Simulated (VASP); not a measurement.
The system is TiO2.

```xyz
6
Lattice="4.5998 0.0000 0.0000 0.0000 4.5998 0.0000 0.0000 0.0000 2.9592" Properties=species:S:1:pos:R:3 pbc="T T T"
Ti    0.0000    0.0000    1.4796
Ti    2.2999    2.2999    0.0000
O     1.3998    1.3998    1.4796
O     0.9001    3.6997    0.0000
O     3.6997    0.9001    0.0000
O     3.2000    3.2000    1.4796
```

The cell is a database's computed one.

- Program: VASP 6.6.1
- Task: relaxation of cell and atoms
- Functional: RPBE
- Dispersion: D3
- Potentials or basis: VASP PAW PBE potentials, release 64 (Ti_sv, O)
- Cutoff: 600 eV
- k mesh: 6 × 6 × 9
- Occupations: fermi-dirac, width 0.05 eV
- Spin: no spin polarisation

At the start: pressure 4.9 GPa; volume 10.44 Å³/atom.

Problem. How do energy, volume and symmetry change on relaxing?

Solution. Over 6 steps the energy falls by 3.5 meV/atom and the volume is 10.67 Å³/atom (+2.2 %); space group P4_2/mnm (No. 136, to 0.05 Å).

Step by step:
| step | energy change (eV) | largest force (eV/Å) | pressure (GPa) | volume (Å³) |
| --- | --- | --- | --- | --- |
| 1 | 0.0000 | 0.0819 | 4.90 | 62.61 |
| 2 | 0.0092 | 0.1954 | -5.39 | 65.55 |
| 3 | -0.0198 | 0.0494 | -0.02 | 63.92 |
| 4 | -0.0198 | 0.0469 | 0.11 | 63.89 |
| 5 | -0.0208 | 0.0135 | 0.09 | 63.96 |
| 6 | -0.0209 | 0.0032 | 0.08 | 63.99 |

Final structure:
```
CELL_PARAMETERS angstrom
4.64167 0.00000 0.00000
0.00000 4.64167 0.00000
0.00000 0.00000 2.97013
ATOMIC_POSITIONS crystal
Ti 0.00000 0.00000 0.50000
Ti 0.50000 0.50000 0.00000
O 0.30451 0.30451 0.50000
O 0.19549 0.80451 0.00000
O 0.80451 0.19549 0.00000
O 0.69549 0.69549 0.50000
```

Caveat: the PAW data sets were made with another functional, which shifts forces and pressure a little.
